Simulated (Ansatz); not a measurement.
**MgO: equation of state**

Aim: scale the cell of MgO up and down at fixed shape and fractional positions, and get the equilibrium volume and bulk modulus with LAPW, PAW and all-electron datasets made for the crystal.

Program: Ansatz 0.2.0. Level of theory: DFT PBE, scalar-relativistic. These are calculated values, not measurements.

**1. The system as given**

The structure is cubic, space group F-43m (No. 216). Conventional cell: a = 4.612 Å, b = 4.612 Å, c = 4.612 Å, α = 90.00°, β = 90.00°, γ = 90.00°. Around Mg (site symmetry -43m) lie 4 O at 2.00 Å. O (site symmetry -43m) has 4 Mg at 2.00 Å as nearest neighbours.

Coordinates:

```xyz
2
Lattice="0.0000 2.3059 2.3059 2.3059 0.0000 2.3059 2.3059 2.3059 0.0000" Properties=species:S:1:pos:R:3 pbc="T T T"
Mg    0.0000    0.0000    0.0000
O     1.1529    1.1529    1.1529
```

The structure (zincblende type) was typed from a prototype and relaxed by PAW; whether it is the ground state wasn't tested.

Atoms are numbered in the order of the input: Mg1, O2.

**2. Volume × 0.9405, LAPW**

input.yaml

```yaml
crystal:
  lattice:
    - [0.0, 2.2592223707, 2.2592223707]
    - [2.2592223707, 0.0, 2.2592223707]
    - [2.2592223707, 2.2592223707, 0.0]
  atoms:
    - { symbol: Mg, position: [0.0, 0.0, 0.0] }
    - { symbol: O, position: [0.25, 0.25, 0.25] }
kpoints:
  mp_grid: { grid: [13, 13, 13] }
scf:
  occupations: { method: fermi_dirac, width: 0.08 }
hamiltonian:
  xc: pbe
  pseudopotentials: { kind: all_electron, lapw: { basis_error: 0.0005 } }
output:
  forces: true
  stress: true
  eigenvalues: true
```

Started as:

```console
ansatz run input.yaml --threads 1 --pin off --max-ram 2048MiB --backend cpu --events-out ev --progress --plain --runs-dir out
```

**3. Volume × 0.9405, PAW**

Edit input.yaml of step 2 so:

```diff
@@ -14,3 +14,3 @@
   xc: pbe
-  pseudopotentials: { kind: all_electron, lapw: { basis_error: 0.0005 } }
+  pseudopotentials: { kind: paw }
 output:
@@ -19 +19,2 @@
   eigenvalues: true
+  efg: { contact_densities: true }
```

**4. Volume × 0.9405, crystal datasets**

Edit input.yaml of step 3 so:

```diff
@@ -14,3 +14,3 @@
   xc: pbe
-  pseudopotentials: { kind: paw }
+  pseudopotentials: { kind: all_electron, datasets: crystal }
 output:
```

**5. Volume × 0.98, LAPW**

input.yaml

```yaml
crystal:
  lattice:
    - [0.0, 2.2904179488, 2.2904179488]
    - [2.2904179488, 0.0, 2.2904179488]
    - [2.2904179488, 2.2904179488, 0.0]
  atoms:
    - { symbol: Mg, position: [0.0, 0.0, 0.0] }
    - { symbol: O, position: [0.25, 0.25, 0.25] }
kpoints:
  mp_grid: { grid: [13, 13, 13] }
scf:
  occupations: { method: fermi_dirac, width: 0.08 }
hamiltonian:
  xc: pbe
  pseudopotentials: { kind: all_electron, lapw: { basis_error: 0.0005 } }
output:
  forces: true
  stress: true
  eigenvalues: true
```

**6. Volume × 0.98, PAW**

Edit input.yaml of step 5 so:

```diff
@@ -14,3 +14,3 @@
   xc: pbe
-  pseudopotentials: { kind: all_electron, lapw: { basis_error: 0.0005 } }
+  pseudopotentials: { kind: paw }
 output:
@@ -19 +19,2 @@
   eigenvalues: true
+  efg: { contact_densities: true }
```

**7. Volume × 1.02, LAPW**

input.yaml

```yaml
crystal:
  lattice:
    - [0.0, 2.3211654829, 2.3211654829]
    - [2.3211654829, 0.0, 2.3211654829]
    - [2.3211654829, 2.3211654829, 0.0]
  atoms:
    - { symbol: Mg, position: [0.0, 0.0, 0.0] }
    - { symbol: O, position: [0.25, 0.25, 0.25] }
kpoints:
  mp_grid: { grid: [13, 13, 13] }
scf:
  occupations: { method: fermi_dirac, width: 0.08 }
hamiltonian:
  xc: pbe
  pseudopotentials: { kind: all_electron, lapw: { basis_error: 0.0005 } }
output:
  forces: true
  stress: true
  eigenvalues: true
```

**8. Volume × 1.02, PAW**

Edit input.yaml of step 7 so:

```diff
@@ -14,3 +14,3 @@
   xc: pbe
-  pseudopotentials: { kind: all_electron, lapw: { basis_error: 0.0005 } }
+  pseudopotentials: { kind: paw }
 output:
@@ -19 +19,2 @@
   eigenvalues: true
+  efg: { contact_densities: true }
```

**9. Volume × 1.06, LAPW**

input.yaml

```yaml
crystal:
  lattice:
    - [0.0, 2.351119309, 2.351119309]
    - [2.351119309, 0.0, 2.351119309]
    - [2.351119309, 2.351119309, 0.0]
  atoms:
    - { symbol: Mg, position: [0.0, 0.0, 0.0] }
    - { symbol: O, position: [0.25, 0.25, 0.25] }
kpoints:
  mp_grid: { grid: [13, 13, 13] }
scf:
  occupations: { method: fermi_dirac, width: 0.08 }
hamiltonian:
  xc: pbe
  pseudopotentials: { kind: all_electron, lapw: { basis_error: 0.0005 } }
output:
  forces: true
  stress: true
  eigenvalues: true
```

**10. Volume × 1.06, PAW**

Edit input.yaml of step 9 so:

```diff
@@ -14,3 +14,3 @@
   xc: pbe
-  pseudopotentials: { kind: all_electron, lapw: { basis_error: 0.0005 } }
+  pseudopotentials: { kind: paw }
 output:
@@ -19 +19,2 @@
   eigenvalues: true
+  efg: { contact_densities: true }
```

**11. Volume × 1.06, crystal datasets**

Edit input.yaml of step 10 so:

```diff
@@ -14,3 +14,3 @@
   xc: pbe
-  pseudopotentials: { kind: paw }
+  pseudopotentials: { kind: all_electron, datasets: crystal }
 output:
```

(Steps that only read results are left out.)

**Question.** What will these runs give? Wanted: equilibrium volume; bulk modulus (for each run or level that gives them).

**Answer**, as computed:

| quantity | value |
| --- | --- |
| equilibrium volume (LAPW) | 12.267 Å³/atom |
| bulk modulus (LAPW) | 114 GPa |
| its pressure derivative (LAPW) | 4.0 |
| equilibrium volume (PAW) | 12.266 Å³/atom |
| bulk modulus (PAW) | 114 GPa |
| its pressure derivative (PAW) | 4.0 |

By LAPW, the pressure vanishes at 12.27 Å³/atom (less than 0.1 % from the starting cell) and the bulk modulus there is 114 GPa (Birch-Murnaghan, third order). PAW's volume lies -0.01 % and its modulus +0.5 % from LAPW's. The gap goes from 3.82 eV at the smallest volume to 3.16 eV at the largest. No thermal or zero-point expansion is included.

The gaps are Kohn-Sham values of a semilocal functional, not quasiparticle or optical gaps. Such gaps usually fall short of the measured ones.
